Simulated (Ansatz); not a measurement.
# Al6N5: the cost of one run

Program: Ansatz 0.2.0. Level of theory: DFT PBEsol, scalar-relativistic, plane waves, PAW. These are calculated values, not measurements.

7 further runs of the same task are left out: 7 set aside as unsound or not needed.

## (1) The starting structure

Symmetry: P6_3/mmc, No. 194, hexagonal system. Conventional cell: a = 3.301 Å, b = 3.301 Å, c = 4.140 Å, α = 90.00°, β = 90.00°, γ = 120.00°. Around Al (site symmetry -6m2) lie 5 N at 1.91 to 2.07 Å. N (site symmetry -6m2) is surrounded by 5 Al at 1.91 to 2.07 Å.

Structure file:

```cif
data_structure
_symmetry_space_group_name_H-M 'P6_3/mmc'
_symmetry_Int_Tables_number 194
_cell_length_a 3.3015
_cell_length_b 3.3015
_cell_length_c 4.1399
_cell_angle_alpha 90.000
_cell_angle_beta 90.000
_cell_angle_gamma 120.000
_cell_volume 39.08
loop_
_atom_site_label
_atom_site_type_symbol
_atom_site_symmetry_multiplicity
_atom_site_Wyckoff_symbol
_atom_site_fract_x
_atom_site_fract_y
_atom_site_fract_z
_atom_site_occupancy
Al1 Al 2 d 0.33333 0.66667 0.75000 1
N1 N 2 c 0.33333 0.66667 0.25000 1
```

It goes back to an entry of the Materials Project, which need not be the stable form.

It is the result of an earlier relaxation at this level (volume 9.77 Å³/atom; gap on the mesh: 3.33 eV).

## (2) What is varied

Atoms count from 1 in the order of the input.

An atom moved over a plane that holds its own site and a neighbouring vacancy.

The axes are (1) path of N9 from its site (0) to the vacancy (1), 2.814 Å: 11 values from −0.125 to 1.125; (2) shift of N9 across the path, along a normal: 9 values from −0.700 Å.

Nothing else is relaxed (all other atoms held at the sites of the perfect crystal). Points are written as (first, second).

## (3) Point (0.000, −0.700 Å)

The input, input.yaml:

```yaml
crystal:
  lattice:
    - [-3.3014697842, 0.0, 4.1398709024]
    - [1.6507348921, -2.859156703, 4.1398709024]
    - [1.6507348921, 2.859156703, 4.1398709024]
  atoms:
    - { symbol: Al, position: [0.25, 0.9166666667, 0.5833333333] }
    - { symbol: Al, position: [0.5833333333, 0.25, 0.9166666667] }
    - { symbol: Al, position: [0.9166666667, 0.5833333333, 0.25] }
    - { symbol: Al, position: [0.75, 0.0833333333, 0.4166666667] }
    - { symbol: Al, position: [0.0833333333, 0.4166666667, 0.75] }
    - { symbol: Al, position: [0.4166666667, 0.75, 0.0833333333] }
    - { symbol: "N", position: [0.4166666667, 0.0833333333, 0.75] }
    - { symbol: "N", position: [0.75, 0.4166666667, 0.0833333333] }
    - { symbol: "N", position: [0.7884371532, 0.3018701006, 0.5451536269] }
    - { symbol: "N", position: [0.25, 0.5833333333, 0.9166666667] }
    - { symbol: "N", position: [0.5833333333, 0.9166666667, 0.25] }
total_charge: 3
basis:
  ecutwfc: 420
kpoints:
  mp_grid: { grid: [6, 6, 6] }
hamiltonian:
  xc: pbesol
  pseudopotentials: { kind: paw, azcp: { folder: soft_1 } }
scf:
  occupations: { method: gaussian, width: 0.05 }
output:
  forces: true
  stress: true
  eigenvalues: true
  write_density: true
  write_potential: true
  elf: true
  volumetric_format: npy
```

The run is started by

```console
> ansatz run input.yaml --threads 4 --pin off --max-ram 8192MiB --backend cpu --events-out ev --progress --plain --runs-dir out
```

**Question.** How long does this run take on 4 threads of Arm Neoverse N1, shared host, and how much memory does it need?

About 28 s, with a peak of 0.6 GiB.
